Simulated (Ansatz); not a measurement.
# Zr: energy along a strain

Zr, Fm-3m, a = 4.510 Å (as given, not relaxed at this level: 1.5 GPa). This isn't the element's structure at ambient conditions. Ansatz: r2SCAN, PAW, 500 eV, Γ-centred 18×18×18 mesh on 1 atom, Gaussian smearing 0.15 eV; no spin polarisation. Cell vectors (Å): 0.000 2.255 2.255; 2.255 0.000 2.255; 2.255 2.255 0.000. The cell is strained by x per cent times the pattern (0 0 1 0 0 0) in the order xx yy zz yz xz xy (engineering shears), with fractional coordinates held. y is the free energy over the start, V0 = 22.933 Å³/atom.

```tsv
x (%)	y (meV/atom)
-6.00	45.47
-3.00	14.44
0.00	0.00
1.50	-1.44
4.50	?
6.00	15.26
```

Fit y = c1 x + c2 x² + c3 x³ to the other rows, get the stiffness along the pattern, and predict the missing energy.

Least squares on the rows shown. y = −2.2050 x + 0.84347 x² − 0.0086801 x³. The clamped-ion stiffness p·C·p = 2 × 8.435 eV × 160.2 / 22.933 Å³ = 118 GPa, which is C33 in these axes (C11 of the cubic crystal) (second derivative at the start, which stands under stress). At x = 4.50 the fit asked for gives 6.37 meV/atom. The run gave 6.40 meV/atom, so the fit is 0.03 meV/atom too low, a small miss on the scale of the series.